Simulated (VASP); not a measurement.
# P in VASP: relaxation of cell and atoms with PBEsol+D4

Aim: the relaxation of cell and atoms of P with PBEsol+D4.

Everything below comes from runs of VASP 6.6.1. Logs are shortened: lines on timing, memory, paths and dates and some standing lists are left out, and cuts for length are marked.

## (1) The structure

The cell holds a sheet with vacuum, 4 atoms: a = 3.300 Å, b = 4.600 Å, c = 18.100 Å, α = 90.00°, β = 90.00°, γ = 90.00°.

The cell was built by a generator and needn't be a form met in nature.

## (2) Relaxation of cell and atoms, PBEsol+D4

File INCAR:

```
PREC     = Accurate       # precision mode
ENCUT    = 600            # plane-wave cutoff, eV
EDIFF    = 1E-6           # SCF threshold, eV
ISMEAR   = 0              # smearing method
SIGMA    = 0.03           # smearing width, eV
LREAL    = False          # projectors in reciprocal space
LASPH    = True           # aspherical terms in the spheres
NELM     = 120            # most SCF steps
ALGO     = Normal         # electronic algorithm
ISIF     = 3              # what is computed and relaxed
LWAVE    = False          # write WAVECAR
LCHARG   = False          # write CHGCAR
GGA      = PS             # functional
IVDW     = 13             # dispersion correction
IBRION   = 2              # ionic algorithm
NSW      = 60             # ionic steps
EDIFFG   = -0.005         # ionic threshold
LATTICE_CONSTRAINTS= .TRUE. .TRUE. .FALSE.
KPAR     = 2
```

File KPOINTS:

```
regular mesh
0
Gamma
  10 8 1
```

File POSCAR:

```
P
1.0
    3.3000000000      0.0000000000      0.0000000000
    0.0000000000      4.6000000000      0.0000000000
    0.0000000000      0.0000000000     18.1000000000
P
4
Direct
    0.0000000000      0.0900000000      0.4419889500
    0.5000000000      0.4100000000      0.4419889500
    0.5000000000      0.5900000000      0.5580110500
    0.0000000000      0.9100000000      0.5580110500
```

Potentials or basis: VASP PAW PBE potentials, release 64 (P).

The run is started by

```bash
> cat potpaw_PBE.64/P/POTCAR > POTCAR
> mpirun -np 2 vasp_std > vasp.out
```

OUTCAR:

```text
PREC = Accurate
   ENCUT = 600
   EDIFF = 1E-6
   ISMEAR = 0
   LREAL = False
   LASPH = True
   NELM = 120
   ISIF = 3
   GGA = PS
   IVDW = 13
   IBRION = 2
   NSW = 60
   EDIFFG = -0.005

 ion  position               nearest neighbor table
   1  0.000  0.090  0.442-   2 2.21   2 2.21   4 2.26
   2  0.500  0.410  0.442-   1 2.21   1 2.21   3 2.26
   3  0.500  0.590  0.558-   4 2.21   4 2.21   2 2.26
   4  0.000  0.910  0.558-   3 2.21   3 2.21   1 2.26

  LATTYP: Found a simple orthorhombic cell.
 ALAT       =     3.3000000000
 B/A-ratio  =     1.3939393939
 C/A-ratio  =     5.4848484848

  Lattice vectors:

 A1 = (   3.3000000000,   0.0000000000,   0.0000000000)
 A2 = (   0.0000000000,   4.6000000000,   0.0000000000)
 A3 = (   0.0000000000,   0.0000000000,  18.1000000000)

Analysis of symmetry for initial positions (statically):
=====================================================================
 Subroutine PRICEL returns:
 Original cell was already a primitive cell.

 Routine SETGRP: Setting up the symmetry group for a
 simple orthorhombic supercell.

 Subroutine GETGRP returns: Found  8 space group operations
 (whereof  4 operations were pure point group operations)
 out of a pool of  8 trial point group operations.

The static configuration has the point symmetry C_2h.
 The point group associated with its full space group is D_2h.

Analysis of symmetry for dynamics (positions and initial velocities):
=====================================================================
 Subroutine PRICEL returns:
 Original cell was already a primitive cell.

 Routine SETGRP: Setting up the symmetry group for a
 simple orthorhombic supercell.

 Subroutine GETGRP returns: Found  8 space group operations
 (whereof  4 operations were pure point group operations)
 out of a pool of  8 trial point group operations.

The dynamic configuration has the point symmetry C_2h.
 The point group associated with its full space group is D_2h.

 Subroutine INISYM returns: Found  8 space group operations
 (whereof  4 operations are pure point group operations),
 and found     1 'primitive' translations

----------------------------------------------------------------------------------------

                                     Primitive cell

  volume of cell :     274.7580

  direct lattice vectors                    reciprocal lattice vectors
     3.300000000  0.000000000  0.000000000     0.303030303  0.000000000  0.000000000
     0.000000000  4.600000000  0.000000000     0.000000000  0.217391304  0.000000000
     0.000000000  0.000000000 18.100000000     0.000000000  0.000000000  0.055248619

  length of vectors
     3.300000000  4.600000000 18.100000000     0.303030303  0.217391304  0.055248619

  position of ions in fractional coordinates (direct lattice)
     0.000000000  0.090000000  0.441988950
     0.500000000  0.410000000  0.441988950
     0.500000000  0.590000000  0.558011050
     0.000000000  0.910000000  0.558011050

  ion indices of the primitive-cell ions
   primitive index   ion index
                 1           1
                 2           2
                 3           3
                 4           4

----------------------------------------------------------------------------------------

 KPOINTS: regular mesh

Automatic generation of k-mesh.
 Grid dimensions read from file:
 generate k-points for:   10    8    1

 Generating k-lattice:

  Cartesian coordinates                     Fractional coordinates (reciprocal lattice)
     0.030303030  0.000000000  0.000000000     0.100000000  0.000000000  0.000000000
     0.000000000  0.027173913  0.000000000     0.000000000  0.125000000  0.000000000
     0.000000000  0.000000000  0.055248619     0.000000000  0.000000000  1.000000000

  Length of vectors
     0.030303030  0.027173913  0.055248619

  Shift w.r.t. Gamma in fractional coordinates (k-lattice)
     0.000000000  0.000000000  0.000000000

 Subroutine IBZKPT returns following result:
 ===========================================

 Found     30 irreducible k-points:

 Following reciprocal coordinates:
            Coordinates               Weight
  0.000000  0.000000  0.000000      1.000000
  0.100000  0.000000  0.000000      2.000000
  0.200000  0.000000  0.000000      2.000000
  0.300000  0.000000  0.000000      2.000000
  0.400000  0.000000  0.000000      2.000000
  0.500000  0.000000  0.000000      1.000000
[... 16 lines left out ...]
  0.400000  0.375000  0.000000      4.000000
  0.500000  0.375000  0.000000      2.000000
 [... further k-points ...]
   k-points           NKPTS =     30   k-points in BZ     NKDIM =     30   number of bands    NBANDS=     14
   number of dos      NEDOS =    301   number of ions     NIONS =      4
   total plane-waves  NPLWV = 168000
   dimension x,y,z NGX =    28 NGY =   40 NGZ =  150
   dimension x,y,z NGXF=    56 NGYF=   80 NGZF=  300
   ions per type =               4
   NGX,Y,Z   is equivalent  to a cutoff of  14.11, 14.46, 13.78 a.u.
   NGXF,Y,Z  is equivalent  to a cutoff of  28.21, 28.91, 27.55 a.u.
 SYSTEM =  unknown system
   PREC   = accura    normal or accurate (medium, high low for compatibility)
   ISTART =      0    job   : 0-new  1-cont  2-samecut
   ICHARG =      2    charge: 1-file 2-atom 10-const
   ISPIN  =      1    spin polarized calculation?
   LNONCOLLINEAR =      F non collinear calculations
   LSORBIT =      F    spin-orbit coupling
   LASPH  =      T    aspherical Exc in radial PAW
   ENCUT  =  600.0 eV  44.10 Ry    6.64 a.u.   6.59  9.19 36.15*2*pi/ulx,y,z
   NELM   =    120;   NELMIN=  2; NELMDL= -5     # of ELM steps
   EDIFF  = 0.1E-05   stopping-criterion for ELM
   LREAL  =      F    real-space projection
   EDIFFG = -.5E-02   stopping-criterion for IOM
   NSW    =     60    number of steps for IOM
   IBRION =      2    ionic relax: 0-MD 1-quasi-New 2-CG
   NFREE  =      1    steps in history (QN), initial steepest desc. (CG)
   ISIF   =      3    stress and relaxation
   ISYM   =      2    0-nonsym 1-usesym 2-fastsym
   POTIM  = 0.5000    time-step for ionic-motion
   TEBEG  =    0.0;   TEEND  =   0.0 temperature during run
   PSTRESS=    0.0 pullay stress
   NELECT =      20.0000    total number of electrons
   NUPDOWN=      -1.0000    fix difference up-down
   EMIN   =  10.00;   EMAX   =-10.00  energy-range for DOS
   EFERMI =   0.00;   METHOD = LEGACY
   ISMEAR =     0;   SIGMA  =   0.03  broadening in eV -4-tet -1-fermi 0-gaus
   EFERMI_NEDOS =   21; number of points for ismear=-14 and -15
   IALGO  =     38    algorithm
   IMIX   =      4    mixing-type and parameters
     AMIX     =   0.40;   BMIX     =  1.00
     AMIX_MAG =   1.60;   BMIX_MAG =  1.00
  volume/ion in A,a.u.               =      68.69       463.54
  Fermi-wavevector in a.u.,A,eV,Ry     =   0.683546  1.291716  6.357129  0.467236
  Thomas-Fermi vector in A             =   1.762942
   LORBIT       =      0    0 simple, 1 ext, 2 COOP (PROOUT), +10 PAW based schemes
   GGA     = PS    functional components
   LHFCALC =     F    Hartree Fock is set to
   AEXX    =    0.0000 exact exchange contribution
   IVDW    =    13    specifies the selected vdW correction
   LEPSILON=     F    determine dielectric tensor
   LRPA    =     F    only Hartree local field effects (RPA)
 conjugate gradient relaxation of ions
 non-spin polarized calculation
 Gauss-broadening in eV      SIGMA  =   0.03
  energy-cutoff  :      600.00
  volume of cell :      274.76
 maximum number of plane-waves:      9213
 NGX is ok and might be reduce to    28
   NGX = 13   NGY = 19   NGZ = 73

--------------------------------------- Ionic step        1  -------------------------------------------

 number of electron      19.9999997 magnetization

 Free energy of the ion-electron system (eV)
  ---------------------------------------------------
  ext. energy  EPLUGINS =         0.00000000
  ---------------------------------------------------
  free energy    TOTEN  =       -22.82305742 eV

  energy without entropy =      -22.82305742  energy(sigma->0) =      -22.82305742

------------------------ aborting loop because EDIFF is reached ----------------------------------------

  DFT-D4 for vdW energy calculation

  Edisp (eV):   -0.52280

  FORCE on cell =-STRESS in cart. coord.  units (eV):
  Direction    XX          YY          ZZ          XY          YZ          ZX
  --------------------------------------------------------------------------------------
  -------------------------------------------------------------------------------------
  Total      -1.62160    -1.12001    -0.53379     0.00000     0.00000     0.00000
  in kB      -9.45592    -6.53104    -3.11265     0.00000     0.00000     0.00000
  external pressure =       -6.37 kB  Pullay stress =        0.00 kB
[... 103 lines left out ...]
  FREE ENERGIE OF THE ION-ELECTRON SYSTEM (eV)
  ---------------------------------------------------
  free  energy   TOTEN  =       -23.3685161093 eV

  energy  without entropy=      -23.3685161093  energy(sigma->0) =      -23.36851611

[... ionic steps 4 to 9 ...]

--------------------------------------- Ionic step       10  -------------------------------------------

 number of electron      19.9999998 magnetization

------------------------ aborting loop because EDIFF is reached ----------------------------------------

  DFT-D4 for vdW energy calculation

  Edisp (eV):   -0.55730
[... 73 lines left out ...]
  energy  without entropy=      -23.3955649549  energy(sigma->0) =      -23.39556495

--------------------------------------- Ionic step       12  -------------------------------------------

 number of electron      19.9999998 magnetization

 Free energy of the ion-electron system (eV)
  ---------------------------------------------------
  ext. energy  EPLUGINS =         0.00000000
  ---------------------------------------------------
  free energy    TOTEN  =       -22.83801496 eV

  energy without entropy =      -22.83801496  energy(sigma->0) =      -22.83801496

 E-fermi :  -1.4967     XC(G=0):  -3.4892

 val. band max:       -1.6205489460   @ k =   0.0000   0.0000   0.0000
 cond. band min:      -1.0232569018   @ k =   0.0000   0.0000   0.0000
 fundamental gap:      0.5972920443
 Fermi energy:        -1.4966698170

 k-point     1 :       0.0000    0.0000    0.0000
  band No.  band energies     occupation
      1     -17.0076      2.00000
      2     -14.2683      2.00000
      3     -10.5891      2.00000
      4      -7.5780      2.00000
      5      -6.5583      2.00000
      6      -6.0365      2.00000
      7      -5.2124      2.00000
      8      -3.6802      2.00000
      9      -3.4159      2.00000
     10      -1.6205      2.00000
     11      -1.0233      0.00000
     12      -0.1873      0.00000
     13       1.1073      0.00000
     14       1.9369      0.00000
[... 375 lines left out ...]
 k-point    24 :       0.5000    0.3750    0.0000
  band No.  band energies     occupation
      1     -13.6999      2.00000
      2     -13.6999      2.00000
      3     -11.4490      2.00000
      4     -11.4490      2.00000
      5      -7.0377      2.00000
      6      -7.0377      2.00000
      7      -6.2136      2.00000
      8      -6.2136      2.00000
      9      -3.0992      2.00000
     10      -3.0992      2.00000
     11       0.8102      0.00000
     12       0.8102      0.00000
     13       1.8997      0.00000
     14       1.8997      0.00000

 [... further k-points ...]

------------------------ aborting loop because EDIFF is reached ----------------------------------------

  DFT-D4 for vdW energy calculation

  Edisp (eV):   -0.55756

  FORCE on cell =-STRESS in cart. coord.  units (eV):
  Direction    XX          YY          ZZ          XY          YZ          ZX
  --------------------------------------------------------------------------------------
  -------------------------------------------------------------------------------------
  Total       0.00241    -0.00478     0.00442     0.00000     0.00000     0.00000
  in kB       0.01502    -0.02975     0.02750     0.00000     0.00000     0.00000
  external pressure =        0.00 kB  Pullay stress =        0.00 kB
[... 19 lines left out ...]
  FREE ENERGIE OF THE ION-ELECTRON SYSTEM (eV)
  ---------------------------------------------------
  free  energy   TOTEN  =       -23.3955726266 eV

  energy  without entropy=      -23.3955726266  energy(sigma->0) =      -23.39557263

 reached required accuracy - stopping structural energy minimisation
```

It took 10 min on 2 MPI ranks of AMD EPYC 7R13 (Zen 3), shared host; peak memory 0.47 GiB.

Results:

```yaml
Free_energy: -23.3956 eV
Relaxed_volume: 64.38 Å³/atom
Relaxed_cell: a = 3.282 Å, b = 4.335 Å, c = 18.100 Å, α = 90.00°, β = 90.00°, γ = 90.00°
Space_group_after_relaxing_to_0.05_Å: Pmna (No. 53)
Energy_gained_by_relaxing: 12.4 meV/atom
Ionic_steps: 12
Band_gap_on_the_k_mesh: 0.60 eV, direct
Dispersion_energy_per_atom: -0.139 eV
```

Forces in eV/Å, atoms in the order of the input:
```
P    0.000  0.001 -0.002
P    0.000 -0.001 -0.002
P    0.000  0.001  0.002
P    0.000 -0.001  0.002
```

The path:
```tsv
step	energy change (eV)	largest force (eV/Å)	pressure (GPa)	volume (Å³)
1	0.0000	0.1893	-0.64	274.76
2	-0.0216	0.2921	0.24	265.75
3	-0.0227	0.2608	0.08	267.29
4	-0.0313	0.0980	0.03	265.84
5	-0.0317	0.1275	0.02	265.49
6	-0.0406	0.0876	0.01	263.16
7	-0.0488	0.0211	0.01	259.19
8	-0.0496	0.0290	0.02	257.50
9	-0.0495	0.0396	-0.06	257.82
10	-0.0497	0.0078	-0.01	257.62
11	-0.0497	0.0077	-0.01	257.62
12	-0.0497	0.0025	0.00	257.52
```

Final structure:
```cif
data_structure
_symmetry_space_group_name_H-M 'P 1'
_symmetry_Int_Tables_number 1
_cell_length_a 3.2821
_cell_length_b 4.3350
_cell_length_c 18.1000
_cell_angle_alpha 90.000
_cell_angle_beta 90.000
_cell_angle_gamma 90.000
_cell_volume 257.52
loop_
_atom_site_label
_atom_site_type_symbol
_atom_site_fract_x
_atom_site_fract_y
_atom_site_fract_z
_atom_site_occupancy
P1 P 0.00000 0.07915 0.44138 1
P2 P 0.50000 0.42085 0.44138 1
P3 P 0.50000 0.57915 0.55862 1
P4 P 0.00000 0.92085 0.55862 1
```

Levels at points of the mesh, in eV from the valence-band top:
```csv
k point,band 8,band 9,band 10,band 11,band 12,band 13
"(0.00, 0.00, 0.00)",-2.06,-1.80,0.00,0.60,1.43,2.73
"(0.50, 0.00, 0.00)",-2.81,-2.13,-2.13,1.25,1.25,1.75
"(0.00, 0.50, 0.00)",-2.61,-0.94,-0.94,2.07,2.07,3.35
"(0.50, 0.50, 0.00)",-5.13,-1.45,-1.45,2.35,2.35,4.52
```

Caveat: the PAW data sets were made with another functional, which shifts forces and pressure a little.
